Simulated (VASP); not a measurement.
SiSe2:

```
Si Se
1.0
    -3.11202    5.01022    2.93545
     3.11202   -5.01022    2.93545
     3.11202    5.01022   -2.93545
Si Se
2 4
Direct
  0.75000 0.75000 0.00000
  0.25000 0.25000 0.00000
  0.12065 0.20322 0.32387
  0.87935 0.79678 0.67613
  0.37935 0.70322 0.08257
  0.62065 0.29678 0.91743
```

The cell is a database's computed one.

| Item | Value |
| --- | --- |
| Program | VASP 6.6.1 |
| Task | relaxation of cell and atoms |
| Functional | rev-vdW-DF2 |
| Potentials or basis | VASP PAW PBE potentials, release 64 (Si, Se) |
| Cutoff | 600 eV |
| k mesh | 6 × 6 × 6 |
| Occupations | gaussian, width 0.03 eV |
| Spin | no spin polarisation |

At the start: pressure 1.0 GPa; volume 30.51 Å³/atom.

How do energy, volume and symmetry change on relaxing?

Over 19 steps the energy falls by 13.4 meV/atom and the volume is 27.80 Å³/atom (-8.9 %); space group Ibam (No. 72, to 0.05 Å).

Step by step:
| step | energy change (eV) | largest force (eV/Å) | pressure (GPa) | volume (Å³) |
| --- | --- | --- | --- | --- |
| 1 | 0.0000 | 0.4814 | 0.96 | 183.08 |
| 2 | -0.0043 | 0.2224 | -1.50 | 187.97 |
| 3 | -0.0204 | 0.0985 | -0.40 | 185.63 |
| 4 | -0.0275 | 0.0984 | -0.37 | 184.26 |
| 5 | -0.0465 | 0.1021 | -0.31 | 180.18 |
| 6 | -0.0703 | 0.1191 | -0.05 | 172.14 |
| 7 | -0.0197 | 0.1881 | 1.15 | 156.55 |
| 8 | -0.0709 | 0.1736 | 0.22 | 169.63 |
| 9 | -0.0764 | 0.0392 | -0.23 | 168.76 |
| 10 | -0.0766 | 0.0512 | -0.32 | 168.59 |
| 11 | -0.0791 | 0.0363 | -0.05 | 167.01 |
| 12 | -0.0792 | 0.0336 | 0.00 | 166.67 |
| 13 | -0.0794 | 0.0285 | 0.02 | 166.66 |
| 14 | -0.0799 | 0.0233 | 0.07 | 166.61 |
| 15 | -0.0799 | 0.0530 | 0.16 | 166.51 |
| 16 | -0.0800 | 0.0345 | 0.11 | 166.56 |
| 17 | -0.0802 | 0.0198 | 0.05 | 166.69 |
| 18 | -0.0802 | 0.0046 | -0.02 | 166.84 |
| 19 | -0.0802 | 0.0040 | -0.01 | 166.83 |

Final structure:
```cif
data_structure
_symmetry_space_group_name_H-M 'P 1'
_symmetry_Int_Tables_number 1
_cell_length_a 6.3179
_cell_length_b 6.3179
_cell_length_c 6.3179
_cell_angle_alpha 123.340
_cell_angle_beta 83.503
_cell_angle_gamma 124.302
_cell_volume 166.83
loop_
_atom_site_label
_atom_site_type_symbol
_atom_site_fract_x
_atom_site_fract_y
_atom_site_fract_z
_atom_site_occupancy
Si1 Si 0.75000 0.75000 0.00000 1
Si2 Si 0.25000 0.25000 0.00000 1
Se1 Se 0.12663 0.21886 0.34549 1
Se2 Se 0.87337 0.78114 0.65451 1
Se3 Se 0.37337 0.71886 0.09224 1
Se4 Se 0.62663 0.28114 0.90776 1
```

Caveat: the PAW data sets were made with another functional, which shifts forces and pressure a little.
